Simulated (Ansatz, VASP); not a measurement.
## SiC4 in VASP and in Ansatz

Contents of INCAR:

```
SYSTEM = SiC4
PREC = Accurate
ENCUT = 520
EDIFF = 1E-6
ISMEAR = 0
SIGMA = 0.1
LREAL = .FALSE.
LASPH = .TRUE.
NELM = 150
ALGO = Normal
ISIF = 2
LWAVE = .FALSE.
LCHARG = .TRUE.
ISPIN = 2
MAGMOM = 0 1 1 1 1
LORBIT = 11
GGA = PE
LELF = .TRUE.
LVHAR = .TRUE.
NBANDS = 22
```

File KPOINTS:

```
Automatic mesh
0
G
  6 6 4
  0 0 0
```

The input POSCAR:

```
SiC4
1.0
    3.1623547375      0.0000000000      0.0000000000
    0.0000000000      3.1623547375      0.0000000000
    0.0000000000      0.0000000000      3.9562623229
Si C
1 4
Direct
    0.5000000000      0.5000000000      0.0000000000
    0.0000000000      0.5000000000      0.6794483369
    0.5000000000      0.0000000000      0.6794483369
    0.0000000000      0.5000000000      0.3205516631
    0.5000000000      0.0000000000      0.3205516631
```

Input for Ansatz:

```yaml
crystal:
  lattice:
    - [3.1623547375, 0.0, 0.0]
    - [0.0, 3.1623547375, 0.0]
    - [0.0, 0.0, 3.9562623229]
  atoms:
    - { symbol: Si, position: [0.5, 0.5, 0.0] }
    - { symbol: C, position: [0.0, 0.5, 0.6794483369], spin: 1.0 }
    - { symbol: C, position: [0.5, 0.0, 0.6794483369], spin: 1.0 }
    - { symbol: C, position: [0.0, 0.5, 0.3205516631], spin: 1.0 }
    - { symbol: C, position: [0.5, 0.0, 0.3205516631], spin: 1.0 }
basis:
  ecutwfc: 420
kpoints:
  mp_grid: { grid: [6, 6, 4] }
hamiltonian:
  xc: pbe
scf:
  occupations: { method: gaussian, width: 0.1 }
  lower_state_search: "off"
output:
  forces: true
  stress: true
  eigenvalues: true
  populations: true
magnetization:
  spin_polarized: true
```

Alike in both runs: task single point; functional PBE; k mesh 6 × 6 × 4; occupations gaussian, width 0.1 eV; collinear spin.

```csv
,VASP,Ansatz
version,VASP 6.6.1,Ansatz 0.2.0
potentials or method,"VASP PAW PBE potentials, release 64 (Si, C)","scalar-relativistic, plane waves, PAW"
plane-wave cutoff (eV),520,420
valence electrons in the cell,20,20
```

Ansatz gave:

| Property | Result |
| --- | --- |
| gap on the k mesh at the Fermi level (eV) | none |
| pressure (GPa) | 0.1 |
| largest component of the traceless stress (GPa) | 0.14 |
| rms of the force components (eV/Å) | 0.000 |
| net moment per atom (μB) | 0.00 |

Problem. Which values does VASP return?

Solution. gap on the k mesh at the Fermi level (eV): none; pressure (GPa): 0.3; largest component of the traceless stress (GPa): 0.19; rms of the force components (eV/Å): 0.036; net moment per atom (μB): 0.00.

Atom by atom the forces differ by 0.035 eV/Å (rms over components). A gap of «none» marks a metal or a gap that the smearing closes. Ansatz warned: «filled_band_counts_differ_across_k_points».

Caveats: the k mesh is coarse (spacing up to 0.40 Å⁻¹), so the values aren't converged.
